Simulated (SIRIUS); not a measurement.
# GaAs (F-43m) in SIRIUS: notebook, part 3 of 3

SIRIUS 7.12.0.

### 6 Equation of state, WC, 23.04 Å³/atom (volume scaled by 1.02)

The input, sirius.json:

```json
{
  "control": {
    "processing_unit": "cpu",
    "std_evp_solver_name": "lapack",
    "gen_evp_solver_name": "lapack",
    "verbosity": 2,
    "print_forces": false,
    "ortho_rf": true,
    "use_second_variation": true,
    "rmt_max": 3.0,
    "num_bands_to_print": 24,
    "save_wf": true
  },
  "parameters": {
    "electronic_structure_method": "full_potential_lapwlo",
    "xc_functionals": ["XC_GGA_X_WC", "XC_GGA_C_PBE"],
    "core_relativity": "dirac",
    "valence_relativity": "iora",
    "num_fv_states": 29,
    "smearing": "fermi_dirac",
    "smearing_width": 0.0018374661,
    "pw_cutoff": 20,
    "gk_cutoff": 3.77,
    "lmax_apw": 10,
    "lmax_rho": 8,
    "lmax_pot": 8,
    "num_mag_dims": 0,
    "auto_rmt": 0,
    "ngridk": [8, 8, 8],
    "shiftk": [0, 0, 0],
    "num_dft_iter": 80,
    "energy_tol": 1e-07,
    "density_tol": 1e-05,
    "use_symmetry": true
  },
  "settings": {"tol_ne": 1e-10},
  "iterative_solver": {"type": "exact"},
  "mixer": {"type": "anderson", "beta": 0.5, "max_history": 8},
  "unit_cell": {
    "lattice_vectors": [[0.0, 5.3773506264, 5.3773506264], [5.3773506264, 0.0, 5.3773506264], [5.3773506264, 5.3773506264, 0.0]],
    "atom_types": ["As", "Ga"],
    "atom_files": {"As": "As.json", "Ga": "Ga.json"},
    "atoms": {"As": [[0.75, 0.75, 0.75]], "Ga": [[0.0, 0.0, 0.0]]}
  }
}
```

The input, As.json:

```json
{
  "name": "arsenic",
  "symbol": "As",
  "number": 33,
  "mass": 74.9216,
  "rmin": 1e-06,
  "rmt": 2.23,
  "nrmt": 800,
  "rinf": 15.07,
  "core": "1s2s2p",
  "valence": [
    {"basis": [{"enu": -0.02, "dme": 0, "n": 0, "auto": 0}, {"enu": -0.02, "dme": 1, "n": 0, "auto": 0}]},
    {"l": 0, "n": 1, "basis": [{"enu": -0.0414, "dme": 0, "n": 0, "auto": 0}]},
    {"l": 1, "n": 2, "basis": [{"enu": 0.08, "dme": 0, "n": 0, "auto": 0}]},
    {"l": 2, "n": 3, "basis": [{"enu": 0.08, "dme": 0, "n": 0, "auto": 0}]},
    {"l": 3, "n": 4, "basis": [{"enu": 0.08, "dme": 0, "n": 0, "auto": 0}]}
  ],
  "lo": [
    {
      "l": 0,
      "basis": [{"enu": -0.0414, "dme": 0, "n": 0, "auto": 0}, {"enu": -0.0414, "dme": 1, "n": 0, "auto": 0}]
    },
    {
      "l": 0,
      "basis": [{"enu": -0.0414, "dme": 1, "n": 0, "auto": 0}, {"enu": -0.0414, "dme": 2, "n": 0, "auto": 0}]
    },
    {
      "l": 0,
      "basis": [{"enu": -6.6708, "dme": 0, "n": 3, "auto": 1}, {"enu": -6.6708, "dme": 1, "n": 3, "auto": 1}]
    },
    {
      "l": 0,
      "basis": [{"enu": -0.0414, "dme": 0, "n": 0, "auto": 0}, {"enu": 2.3717, "dme": 0, "n": 0, "auto": 0}]
    },
    {"l": 1, "basis": [{"enu": 0.08, "dme": 0, "n": 0, "auto": 0}, {"enu": 0.08, "dme": 1, "n": 0, "auto": 0}]},
    {
      "l": 1,
      "basis": [{"enu": -4.6209, "dme": 0, "n": 3, "auto": 1}, {"enu": -4.6209, "dme": 1, "n": 3, "auto": 1}]
    },
    {
      "l": 1,
      "basis": [{"enu": -4.6209, "dme": 1, "n": 3, "auto": 1}, {"enu": 0.08, "dme": 0, "n": 0, "auto": 0}]
    },
    {"l": 1, "basis": [{"enu": 0.08, "dme": 0, "n": 0, "auto": 0}, {"enu": 3.7801, "dme": 0, "n": 0, "auto": 0}]},
    {"l": 2, "basis": [{"enu": 0.08, "dme": 0, "n": 0, "auto": 0}, {"enu": 0.08, "dme": 1, "n": 0, "auto": 0}]},
    {
      "l": 2,
      "basis": [{"enu": -1.2285, "dme": 0, "n": 3, "auto": 1}, {"enu": -1.2285, "dme": 1, "n": 3, "auto": 1}]
    },
    {
      "l": 2,
      "basis": [{"enu": -1.2285, "dme": 1, "n": 3, "auto": 1}, {"enu": 0.08, "dme": 0, "n": 0, "auto": 0}]
    },
    {"l": 2, "basis": [{"enu": 0.08, "dme": 0, "n": 0, "auto": 0}, {"enu": 4.2627, "dme": 0, "n": 0, "auto": 0}]},
    {"l": 3, "basis": [{"enu": 0.08, "dme": 0, "n": 0, "auto": 0}, {"enu": 0.08, "dme": 1, "n": 0, "auto": 0}]},
    {"l": 3, "basis": [{"enu": 0.08, "dme": 0, "n": 0, "auto": 0}, {"enu": 3.579, "dme": 0, "n": 0, "auto": 0}]}
  ],
  "free_atom": [... radial grid and density of the free atom, the start of the SCF ...]
}
```

The input, Ga.json:

```json
{
  "name": "gallium",
  "symbol": "Ga",
  "number": 31,
  "mass": 69.723,
  "rmin": 1e-06,
  "rmt": 2.23,
  "nrmt": 800,
  "rinf": 19.67,
  "core": "1s2s2p",
  "valence": [
    {"basis": [{"enu": -0.02, "dme": 0, "n": 0, "auto": 0}, {"enu": -0.02, "dme": 1, "n": 0, "auto": 0}]},
    {"l": 0, "n": 1, "basis": [{"enu": 0.0121, "dme": 0, "n": 0, "auto": 0}]},
    {"l": 1, "n": 2, "basis": [{"enu": 0.08, "dme": 0, "n": 0, "auto": 0}]},
    {"l": 2, "n": 3, "basis": [{"enu": 0.08, "dme": 0, "n": 0, "auto": 0}]},
    {"l": 3, "n": 4, "basis": [{"enu": 0.08, "dme": 0, "n": 0, "auto": 0}]}
  ],
  "lo": [
    {
      "l": 0,
      "basis": [{"enu": 0.0121, "dme": 0, "n": 0, "auto": 0}, {"enu": 0.0121, "dme": 1, "n": 0, "auto": 0}]
    },
    {
      "l": 0,
      "basis": [{"enu": -5.2243, "dme": 0, "n": 3, "auto": 1}, {"enu": -5.2243, "dme": 1, "n": 3, "auto": 1}]
    },
    {
      "l": 0,
      "basis": [{"enu": -5.2243, "dme": 1, "n": 3, "auto": 1}, {"enu": 0.0121, "dme": 0, "n": 0, "auto": 0}]
    },
    {
      "l": 0,
      "basis": [{"enu": 0.0121, "dme": 0, "n": 0, "auto": 0}, {"enu": 3.2295, "dme": 0, "n": 0, "auto": 0}]
    },
    {"l": 1, "basis": [{"enu": 0.08, "dme": 0, "n": 0, "auto": 0}, {"enu": 0.08, "dme": 1, "n": 0, "auto": 0}]},
    {
      "l": 1,
      "basis": [{"enu": -3.4408, "dme": 0, "n": 3, "auto": 1}, {"enu": -3.4408, "dme": 1, "n": 3, "auto": 1}]
    },
    {
      "l": 1,
      "basis": [{"enu": -3.4408, "dme": 1, "n": 3, "auto": 1}, {"enu": 0.08, "dme": 0, "n": 0, "auto": 0}]
    },
    {"l": 1, "basis": [{"enu": 0.08, "dme": 0, "n": 0, "auto": 0}, {"enu": 3.7801, "dme": 0, "n": 0, "auto": 0}]},
    {"l": 2, "basis": [{"enu": 0.08, "dme": 0, "n": 0, "auto": 0}, {"enu": 0.08, "dme": 1, "n": 0, "auto": 0}]},
    {
      "l": 2,
      "basis": [{"enu": -0.5341, "dme": 0, "n": 3, "auto": 1}, {"enu": -0.5341, "dme": 1, "n": 3, "auto": 1}]
    },
    {
      "l": 2,
      "basis": [{"enu": -0.5341, "dme": 1, "n": 3, "auto": 1}, {"enu": 0.08, "dme": 0, "n": 0, "auto": 0}]
    },
    {"l": 2, "basis": [{"enu": 0.08, "dme": 0, "n": 0, "auto": 0}, {"enu": 4.2627, "dme": 0, "n": 0, "auto": 0}]},
    {"l": 3, "basis": [{"enu": 0.08, "dme": 0, "n": 0, "auto": 0}, {"enu": 0.08, "dme": 1, "n": 0, "auto": 0}]},
    {"l": 3, "basis": [{"enu": 0.08, "dme": 0, "n": 0, "auto": 0}, {"enu": 3.579, "dme": 0, "n": 0, "auto": 0}]}
  ],
  "free_atom": [... radial grid and density of the free atom, the start of the SCF ...]
}
```

The input, sirius_start.json:

```json
{
  "control": {
    "processing_unit": "cpu",
    "std_evp_solver_name": "lapack",
    "gen_evp_solver_name": "lapack",
    "verbosity": 1,
    "print_forces": false,
    "ortho_rf": true,
    "use_second_variation": true,
    "rmt_max": 3.0,
    "num_bands_to_print": 24,
    "save_wf": false
  },
  "parameters": {
    "electronic_structure_method": "full_potential_lapwlo",
    "xc_functionals": ["XC_LDA_X", "XC_LDA_C_PW"],
    "core_relativity": "dirac",
    "valence_relativity": "iora",
    "num_fv_states": 29,
    "smearing": "fermi_dirac",
    "smearing_width": 0.0055123983,
    "pw_cutoff": 20,
    "gk_cutoff": 3.01,
    "lmax_apw": 10,
    "lmax_rho": 8,
    "lmax_pot": 8,
    "num_mag_dims": 0,
    "auto_rmt": 0,
    "ngridk": [3, 3, 3],
    "shiftk": [0, 0, 0],
    "num_dft_iter": 30,
    "energy_tol": 0.01,
    "density_tol": 0.05,
    "use_symmetry": true
  },
  "settings": {"tol_ne": 1e-10},
  "iterative_solver": {"type": "exact"},
  "mixer": {"type": "anderson", "beta": 0.5, "max_history": 8},
  "unit_cell": {
    "lattice_vectors": [[0.0, 5.3773506264, 5.3773506264], [5.3773506264, 0.0, 5.3773506264], [5.3773506264, 5.3773506264, 0.0]],
    "atom_types": ["As", "Ga"],
    "atom_files": {"As": "As.json", "Ga": "Ga.json"},
    "atoms": {"As": [[0.75, 0.75, 0.75]], "Ga": [[0.0, 0.0, 0.0]]}
  }
}
```

Potentials or basis: all-electron FP-LAPW, apw+lo standard.

Launch:

```console
$ OMP_NUM_THREADS=1 sirius.scf --input=sirius_start.json --output=start.json
$ OMP_NUM_THREADS=1 sirius.scf --input=sirius.json --output=output.json --task=1
```

Wall time 70 s (1 thread of Arm Neoverse V1, shared host); peak memory 0.47 GiB.

Results (log left out):

* Free energy: -114404.1309 eV
* Band gap on the k mesh: 0.24 eV, direct
* All electrons inside the program's atomic spheres: As 31.08; Ga 29.34 (radii As 2.23, Ga 2.23 bohr)

### 7 Equation of state, WC, 23.49 Å³/atom (volume scaled by 1.04)

sirius.json: that of step 6 with these lines changed.

```diff
@@ -39,3 +39,3 @@
   "unit_cell": {
-    "lattice_vectors": [[0.0, 5.3773506264, 5.3773506264], [5.3773506264, 0.0, 5.3773506264], [5.3773506264, 5.3773506264, 0.0]],
+    "lattice_vectors": [[0.0, 5.4122694661, 5.4122694661], [5.4122694661, 0.0, 5.4122694661], [5.4122694661, 5.4122694661, 0.0]],
     "atom_types": ["As", "Ga"],
```

The input, As.json:

```json
{
  "name": "arsenic",
  "symbol": "As",
  "number": 33,
  "mass": 74.9216,
  "rmin": 1e-06,
  "rmt": 2.23,
  "nrmt": 800,
  "rinf": 15.07,
  "core": "1s2s2p",
  "valence": [
    {"basis": [{"enu": -0.03, "dme": 0, "n": 0, "auto": 0}, {"enu": -0.03, "dme": 1, "n": 0, "auto": 0}]},
    {"l": 0, "n": 1, "basis": [{"enu": -0.0514, "dme": 0, "n": 0, "auto": 0}]},
    {"l": 1, "n": 2, "basis": [{"enu": 0.07, "dme": 0, "n": 0, "auto": 0}]},
    {"l": 2, "n": 3, "basis": [{"enu": 0.07, "dme": 0, "n": 0, "auto": 0}]},
    {"l": 3, "n": 4, "basis": [{"enu": 0.07, "dme": 0, "n": 0, "auto": 0}]}
  ],
  "lo": [
    {
      "l": 0,
      "basis": [{"enu": -0.0514, "dme": 0, "n": 0, "auto": 0}, {"enu": -0.0514, "dme": 1, "n": 0, "auto": 0}]
    },
    {
      "l": 0,
      "basis": [{"enu": -0.0514, "dme": 1, "n": 0, "auto": 0}, {"enu": -0.0514, "dme": 2, "n": 0, "auto": 0}]
    },
    {
      "l": 0,
      "basis": [{"enu": -6.6808, "dme": 0, "n": 3, "auto": 1}, {"enu": -6.6808, "dme": 1, "n": 3, "auto": 1}]
    },
    {
      "l": 0,
      "basis": [{"enu": -0.0514, "dme": 0, "n": 0, "auto": 0}, {"enu": 2.3617, "dme": 0, "n": 0, "auto": 0}]
    },
    {"l": 1, "basis": [{"enu": 0.07, "dme": 0, "n": 0, "auto": 0}, {"enu": 0.07, "dme": 1, "n": 0, "auto": 0}]},
    {
      "l": 1,
      "basis": [{"enu": -4.6309, "dme": 0, "n": 3, "auto": 1}, {"enu": -4.6309, "dme": 1, "n": 3, "auto": 1}]
    },
    {
      "l": 1,
      "basis": [{"enu": -4.6309, "dme": 1, "n": 3, "auto": 1}, {"enu": 0.07, "dme": 0, "n": 0, "auto": 0}]
    },
    {"l": 1, "basis": [{"enu": 0.07, "dme": 0, "n": 0, "auto": 0}, {"enu": 3.7701, "dme": 0, "n": 0, "auto": 0}]},
    {"l": 2, "basis": [{"enu": 0.07, "dme": 0, "n": 0, "auto": 0}, {"enu": 0.07, "dme": 1, "n": 0, "auto": 0}]},
    {
      "l": 2,
      "basis": [{"enu": -1.2385, "dme": 0, "n": 3, "auto": 1}, {"enu": -1.2385, "dme": 1, "n": 3, "auto": 1}]
    },
    {
      "l": 2,
      "basis": [{"enu": -1.2385, "dme": 1, "n": 3, "auto": 1}, {"enu": 0.07, "dme": 0, "n": 0, "auto": 0}]
    },
    {"l": 2, "basis": [{"enu": 0.07, "dme": 0, "n": 0, "auto": 0}, {"enu": 4.2527, "dme": 0, "n": 0, "auto": 0}]},
    {"l": 3, "basis": [{"enu": 0.07, "dme": 0, "n": 0, "auto": 0}, {"enu": 0.07, "dme": 1, "n": 0, "auto": 0}]},
    {"l": 3, "basis": [{"enu": 0.07, "dme": 0, "n": 0, "auto": 0}, {"enu": 3.569, "dme": 0, "n": 0, "auto": 0}]}
  ],
  "free_atom": [... radial grid and density of the free atom, the start of the SCF ...]
}
```

The input, Ga.json:

```json
{
  "name": "gallium",
  "symbol": "Ga",
  "number": 31,
  "mass": 69.723,
  "rmin": 1e-06,
  "rmt": 2.23,
  "nrmt": 800,
  "rinf": 19.67,
  "core": "1s2s2p",
  "valence": [
    {"basis": [{"enu": -0.03, "dme": 0, "n": 0, "auto": 0}, {"enu": -0.03, "dme": 1, "n": 0, "auto": 0}]},
    {"l": 0, "n": 1, "basis": [{"enu": 0.0021, "dme": 0, "n": 0, "auto": 0}]},
    {"l": 1, "n": 2, "basis": [{"enu": 0.07, "dme": 0, "n": 0, "auto": 0}]},
    {"l": 2, "n": 3, "basis": [{"enu": 0.07, "dme": 0, "n": 0, "auto": 0}]},
    {"l": 3, "n": 4, "basis": [{"enu": 0.07, "dme": 0, "n": 0, "auto": 0}]}
  ],
  "lo": [
    {
      "l": 0,
      "basis": [{"enu": 0.0021, "dme": 0, "n": 0, "auto": 0}, {"enu": 0.0021, "dme": 1, "n": 0, "auto": 0}]
    },
    {
      "l": 0,
      "basis": [{"enu": -5.2343, "dme": 0, "n": 3, "auto": 1}, {"enu": -5.2343, "dme": 1, "n": 3, "auto": 1}]
    },
    {
      "l": 0,
      "basis": [{"enu": -5.2343, "dme": 1, "n": 3, "auto": 1}, {"enu": 0.0021, "dme": 0, "n": 0, "auto": 0}]
    },
    {
      "l": 0,
      "basis": [{"enu": 0.0021, "dme": 0, "n": 0, "auto": 0}, {"enu": 3.2195, "dme": 0, "n": 0, "auto": 0}]
    },
    {"l": 1, "basis": [{"enu": 0.07, "dme": 0, "n": 0, "auto": 0}, {"enu": 0.07, "dme": 1, "n": 0, "auto": 0}]},
    {
      "l": 1,
      "basis": [{"enu": -3.4508, "dme": 0, "n": 3, "auto": 1}, {"enu": -3.4508, "dme": 1, "n": 3, "auto": 1}]
    },
    {
      "l": 1,
      "basis": [{"enu": -3.4508, "dme": 1, "n": 3, "auto": 1}, {"enu": 0.07, "dme": 0, "n": 0, "auto": 0}]
    },
    {"l": 1, "basis": [{"enu": 0.07, "dme": 0, "n": 0, "auto": 0}, {"enu": 3.7701, "dme": 0, "n": 0, "auto": 0}]},
    {"l": 2, "basis": [{"enu": 0.07, "dme": 0, "n": 0, "auto": 0}, {"enu": 0.07, "dme": 1, "n": 0, "auto": 0}]},
    {
      "l": 2,
      "basis": [{"enu": -0.5441, "dme": 0, "n": 3, "auto": 1}, {"enu": -0.5441, "dme": 1, "n": 3, "auto": 1}]
    },
    {
      "l": 2,
      "basis": [{"enu": -0.5441, "dme": 1, "n": 3, "auto": 1}, {"enu": 0.07, "dme": 0, "n": 0, "auto": 0}]
    },
    {"l": 2, "basis": [{"enu": 0.07, "dme": 0, "n": 0, "auto": 0}, {"enu": 4.2527, "dme": 0, "n": 0, "auto": 0}]},
    {"l": 3, "basis": [{"enu": 0.07, "dme": 0, "n": 0, "auto": 0}, {"enu": 0.07, "dme": 1, "n": 0, "auto": 0}]},
    {"l": 3, "basis": [{"enu": 0.07, "dme": 0, "n": 0, "auto": 0}, {"enu": 3.569, "dme": 0, "n": 0, "auto": 0}]}
  ],
  "free_atom": [... radial grid and density of the free atom, the start of the SCF ...]
}
```

sirius_start.json: that of step 6 with these lines changed.

```diff
@@ -39,3 +39,3 @@
   "unit_cell": {
-    "lattice_vectors": [[0.0, 5.3773506264, 5.3773506264], [5.3773506264, 0.0, 5.3773506264], [5.3773506264, 5.3773506264, 0.0]],
+    "lattice_vectors": [[0.0, 5.4122694661, 5.4122694661], [5.4122694661, 0.0, 5.4122694661], [5.4122694661, 5.4122694661, 0.0]],
     "atom_types": ["As", "Ga"],
```

Launch:

```console
$ OMP_NUM_THREADS=1 sirius.scf --input=sirius_start.json --output=start.json
$ OMP_NUM_THREADS=1 sirius.scf --input=sirius.json --output=output.json --task=1
```

It took 71 s on 1 thread of Arm Neoverse V1, shared host; peak memory 0.48 GiB.

It converged, with:

| Quantity | Value |
| --- | --- |
| Free energy | -114404.1207 eV |
| Band gap on the k mesh | 0.10 eV, direct |
| All electrons inside the program's atomic spheres | As 31.07; Ga 29.32 (radii As 2.23, Ga 2.23 bohr) |

### 8 Equation of state, WC, 23.94 Å³/atom (volume scaled by 1.06)

sirius.json: that of step 7 with these lines changed.

```diff
@@ -39,3 +39,3 @@
   "unit_cell": {
-    "lattice_vectors": [[0.0, 5.4122694661, 5.4122694661], [5.4122694661, 0.0, 5.4122694661], [5.4122694661, 5.4122694661, 0.0]],
+    "lattice_vectors": [[0.0, 5.4467434495, 5.4467434495], [5.4467434495, 0.0, 5.4467434495], [5.4467434495, 5.4467434495, 0.0]],
     "atom_types": ["As", "Ga"],
```

As.json is that of step 7.

Ga.json is that of step 7.

sirius_start.json: that of step 7 with these lines changed.

```diff
@@ -39,3 +39,3 @@
   "unit_cell": {
-    "lattice_vectors": [[0.0, 5.4122694661, 5.4122694661], [5.4122694661, 0.0, 5.4122694661], [5.4122694661, 5.4122694661, 0.0]],
+    "lattice_vectors": [[0.0, 5.4467434495, 5.4467434495], [5.4467434495, 0.0, 5.4467434495], [5.4467434495, 5.4467434495, 0.0]],
     "atom_types": ["As", "Ga"],
```

Launch:

```console
$ OMP_NUM_THREADS=1 sirius.scf --input=sirius_start.json --output=start.json
$ OMP_NUM_THREADS=1 sirius.scf --input=sirius.json --output=output.json --task=1
```

It took 71 s on 1 thread of Arm Neoverse V1, shared host; peak memory 0.48 GiB.

Results (log left out):

| Property | Result |
| --- | --- |
| Free energy | -114404.1045 eV |
| Band gap on the k mesh | none (metal or under the smearing width) |
| All electrons inside the program's atomic spheres | As 31.05; Ga 29.31 (radii As 2.23, Ga 2.23 bohr) |

### 9 Equation of state, WC

Potentials or basis: all-electron FP-LAPW, apw+lo standard.

No new run: the results of the series are fitted here.

What came out:

```
Equilibrium volume : 22.68 Å³/atom (rough: see the caveat)
Bulk modulus       : 69 GPa (rough)
```

Energy against volume, from the lowest point:
```
volume (Å³/atom)  energy (meV/atom)
          21.234              21.51
          21.686               9.76
          22.138               2.94
          22.590               0.00
          23.041               1.03
          23.493               6.13
          23.945              14.24
```

Caveat: the fit is doubtful: noisy points or a state that changes with volume.
